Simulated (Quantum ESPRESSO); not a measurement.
Ru:

```
CELL_PARAMETERS angstrom
2.70580 0.00000 0.00000
-1.35290 2.34329 0.00000
0.00000 0.00000 4.28190
ATOMIC_POSITIONS crystal
Ru 0.66667 0.33333 0.75000
Ru 0.33333 0.66667 0.25000
```

Program: Quantum ESPRESSO 7.5. Alike in all runs: task Wannier functions; cell as given; k mesh 8 × 8 × 4; smearing fermi-dirac 0.05 eV; the mesh is coarse, so values aren't converged.

Problem. Order these runs on this cell by their pressure, lowest first.
A. level LDA; potentials or basis PseudoDojo 0.4.1 SR LDA standard; spin off; cutoff (eV) 1197; k mesh for the Wannier functions 7 × 7 × 4; form of the LDA correlation PW92
B. level PBE; potentials or basis PseudoDojo 0.4.1 SR PBE standard; spin off; cutoff (eV) 1143; iterations 0; k mesh for the Wannier functions 7 × 7 × 4
C. level PBEsol; potentials or basis PseudoDojo 0.4 FR PBEsol standard; spin SOC, no magnetisation; cutoff (eV) 1143; iterations 0; k mesh for the Wannier functions 6 × 6 × 3

Solution. A (-11.7 GPa), C (-5.2 GPa), B (5.0 GPa).

Caveats: all runs use coarse meshes; the Wannier minimisation didn't converge (some runs).
